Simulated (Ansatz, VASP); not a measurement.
Two plane-wave programs on ZrC

INCAR

```
PREC = Accurate
ENCUT = 520
EDIFF = 1E-7
ISMEAR = 0
SIGMA = 0.15
LREAL = F
LASPH = T
NELM = 80
ALGO = Normal
ISIF = 2
LWAVE = F
LCHARG = T
GGA = CA
LELF = T
LVHAR = T
NBANDS = 15
```

KPOINTS

```
Automatic mesh
0
Gamma
  16 16 16
```

Contents of POSCAR:

```
ZrC
1.0
    0.0000000000      2.3749176240      2.2123505848
    2.3749176240      0.0000000000      2.2123505848
    2.3749176240      2.3749176240      0.0000000000
Zr C
1 1
Direct
    0.5000000000      0.5000000000      0.5000000000
    0.0000000000      0.0000000000      0.0000000000
```

Input for Ansatz:

```yaml
crystal:
  lattice:
    - [0.0, 2.374917624, 2.2123505848]
    - [2.374917624, 0.0, 2.2123505848]
    - [2.374917624, 2.374917624, 0.0]
  atoms:
    - { symbol: Zr, position: [0.5, 0.5, 0.5] }
    - { symbol: C, position: [0.0, 0.0, 0.0] }
basis:
  ecutwfc: 520.0
kpoints:
  mp_grid: { grid: [16, 16, 16] }
hamiltonian:
  xc: lda
scf:
  occupations: { method: gaussian, width: 0.15 }
output:
  forces: true
  stress: true
  eigenvalues: true
```

Change from the starting cell: mode 4 frozen in at +0.000 Å, strain +e along z and -e/2 along x and y -0.0467.

Alike in both runs: task single point; functional LDA; k mesh 16 × 16 × 16; occupations gaussian, width 0.15 eV; no spin polarisation.

```csv
,VASP,Ansatz
version,VASP 6.6.1,Ansatz 0.2.0
potentials or method,"VASP PAW LDA potentials, release 64 (Zr_sv, C)","scalar-relativistic, plane waves, PAW"
plane-wave cutoff (eV),520,520
valence electrons in the cell,16,16
```

|  | VASP | Ansatz | Ansatz less VASP |
| --- | --- | --- | --- |
| gap on the k mesh at the Fermi level (eV) | none | none | - |
| pressure (GPa) | 3.4 | 2.7 | -0.63 |
| largest component of the traceless stress (GPa) | 21.74 | 21.58 | -0.161 |

A gap of «none» marks a metal or a gap that the smearing closes.
